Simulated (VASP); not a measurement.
TaN, 4 atoms in the cell. It takes space group P6_3/mmc (No. 194, hexagonal). Conventional cell: a = 2.922 Å, b = 2.922 Å, c = 5.917 Å, α = 90.00°, β = 90.00°, γ = 120.00°. Ta (site symmetry -3m) has 6 N at 2.24 Å as nearest neighbours. Around N (site symmetry -6m2) lie 6 Ta at 2.24 Å. The cell comes from a database or a generator and needn't be the stable form of this composition.

```yaml
Program: VASP 6.6.1
Task: elastic constants
Functional: LDA
Potentials_or_basis: VASP PAW LDA potentials, release 64 (Ta_pv, N)
Cutoff: 600 eV
k_mesh: 7 × 7 × 4
Occupations: fermi-dirac, width 0.05 eV
Spin: no spin polarisation
Ions_in_elastic_constants: relaxed
Further_INCAR_settings: ALGO = Fast; EDIFF = 1e-08; IBRION = 6; POTIM = 0.015; NSW = 1; ISIF = 3
```

Potentials or basis: VASP PAW LDA potentials, release 64 (Ta_pv, N).

Launch:

```bash
$ cat potpaw_LDA.64/Ta_pv/POTCAR potpaw_LDA.64/N/POTCAR > POTCAR
$ cp INCAR.step1 INCAR
$ mpirun -np 1 vasp_std > vasp.out
$ cp CONTCAR POSCAR
$ cp INCAR.step2 INCAR
$ mpirun -np 1 vasp_std > vasp.out
```

Hardware: 1 thread of AMD EPYC 9R45 (Zen 5) (shared host).

Problem. Estimate the wall time of this run.

Solution. Wall time 12 min on 1 thread of AMD EPYC 9R45 (Zen 5), on a shared host, peak memory 0.21 GiB. Counts: scf iterations 294, k points 24, ion steps 9.
